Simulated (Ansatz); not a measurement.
# CSi: a single-point run

Wanted: a converged single-point run for CSi, and a check of what comes out. The structure is shown as the input types it. The cell is built on a prototype (ordering on diamond) and needn't be the phase found in nature.

Method: density functional or hybrid calculation with the settings of its input, plane waves (as first typed), in Ansatz 0.2.0.

5 further runs of the same task are left out: 3 for a known fault of the program, 2 that didn't finish.

**1. The structure to begin with**

It takes space group Pmma (No. 51, orthorhombic). Conventional cell: a = 2.577 Å, b = 3.357 Å, c = 4.941 Å, α = 90.00°, β = 90.00°, γ = 90.00°. Around C (site symmetry mm2) lie 2 C at 1.55 Å. Si (site symmetry mm2) is surrounded by 2 C at 1.96 Å.

The input asks for a charge of +1 e on the cell.

As a file:

```
CELL_PARAMETERS angstrom
2.57651 0.00000 0.00000
0.00000 3.35747 0.00000
0.00000 0.00000 4.94116
ATOMIC_POSITIONS crystal
C 0.75000 0.00000 0.91255
C 0.25000 0.00000 0.08745
Si 0.25000 0.50000 0.29243
Si 0.75000 0.50000 0.70757
```

**2. The calculation**

Input file input.yaml:

```yaml
crystal:
  lattice:
    - [2.5765145466, 0.0, 0.0]
    - [0.0, 3.3574656253, 0.0]
    - [0.0, 0.0, 4.9411647832]
  atoms:
    - { symbol: C, position: [0.75, 0.0, 0.9125510269] }
    - { symbol: C, position: [0.25, 0.0, 0.0874489731] }
    - { symbol: Si, position: [0.25, 0.5, 0.2924326166] }
    - { symbol: Si, position: [0.75, 0.5, 0.7075673834] }
kpoints:
  mp_grid: { grid: [6, 6, 4] }
hamiltonian:
  xc: pbe
scf:
  occupations: { method: fermi_dirac, width: 0.02 }
  n_extra_bands: 5
  max_iter: 95
output:
  forces: true
  stress: true
  eigenvalues: true
total_charge: 1
```

Run with:

```sh
$ ansatz run input.yaml --threads 4 --pin off --max-ram 3686MiB --backend cpu --events-out ev --progress --plain --runs-dir out
```

What happens when this is run?

The run converged and reported no error. It gives a pressure of 16 GPa, which is large; a structure far from rest gives such values too, whatever the setting.

The suspect setting: total_charge is 1. The typed charge changes the electron count, so this is no longer the system that was meant.

Run again and compare: delete total_charge (the default then holds).
